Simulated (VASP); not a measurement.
Crystal: SnO2.

```
CELL_PARAMETERS angstrom
5.17526 0.00000 0.00000
0.00000 5.17526 0.00000
0.00000 0.00000 5.17526
ATOMIC_POSITIONS crystal
Sn 0.00000 0.00000 0.00000
Sn 0.50000 0.00000 0.50000
Sn 0.50000 0.50000 0.00000
Sn 0.00000 0.50000 0.50000
O 0.66110 0.83890 0.16110
O 0.83890 0.16110 0.66110
O 0.16110 0.66110 0.83890
O 0.33890 0.33890 0.33890
O 0.66110 0.66110 0.66110
O 0.83890 0.33890 0.16110
O 0.16110 0.83890 0.33890
O 0.33890 0.16110 0.83890
```

Measurements of this composition are mostly on another form, of space group No. 136.

```yaml
Program: VASP 6.6.1
Task: single point
Functional: PBE
Potentials_or_basis: VASP PAW PBE potentials, release 64 (Sn_d, O)
Cutoff: 520 eV
k_mesh: 5 × 5 × 5
Occupations: fermi-dirac, width 0.05 eV
Spin: no spin polarisation
```

On this cell: pressure 0.0 GPa; largest force 0.004 eV/Å; band gap on the k mesh 0.56 eV, indirect (least direct gap 0.62 eV).

The same run follows on a disturbed copy (atoms moved at random, drawn with an rms of 0.05 Å):

```xyz
12
Lattice="5.1753 0.0000 0.0000 0.0000 5.1753 0.0000 0.0000 0.0000 5.1753" Properties=species:S:1:pos:R:3 pbc="T T T"
Sn   -0.0013   -0.0342    0.0521
Sn    2.5912    0.0103    2.5879
Sn    2.6231    2.6181   -0.0036
Sn    0.0293    2.5832    2.5906
O     3.4559    4.3222    0.8521
O     4.3064    0.7755    3.4273
O     0.8348    3.4080    4.3839
O     1.7608    1.7651    1.7109
O     3.4286    3.4183    3.3942
O     4.3620    1.7827    0.8473
O     0.7719    4.3041    1.7651
O     1.7420    0.8627    4.3247
```

Question: What changes?

Answer: The energy moves by +15.9 meV/atom; pressure 0.5 GPa; largest force 1.456 eV/Å; band gap on the k mesh 0.49 eV, indirect (least direct gap 0.58 eV).

Forces in eV/Å, atoms in the order of the input:
```
Sn   0.178  0.952 -1.021
Sn  -0.429 -0.066 -0.045
Sn  -0.206 -0.560 -0.323
Sn  -0.450 -0.684  0.622
O   -0.697  0.258  0.092
O    0.783  0.722  0.202
O    0.006  0.060 -0.347
O    0.014 -0.427  0.371
O   -0.124 -0.248  0.252
O   -0.049 -0.511 -0.225
O    1.190  0.758  0.360
O   -0.217 -0.253  0.062
```

Stress tensor (GPa, compression positive):
```
 0.73  0.38 -0.03
 0.38  0.45 -0.14
-0.03 -0.14  0.43
```

Caveats: spin-orbit coupling is left out, which moves the levels of the heavy elements; an odd mesh through Γ misses points on the zone boundary, where band edges often lie.
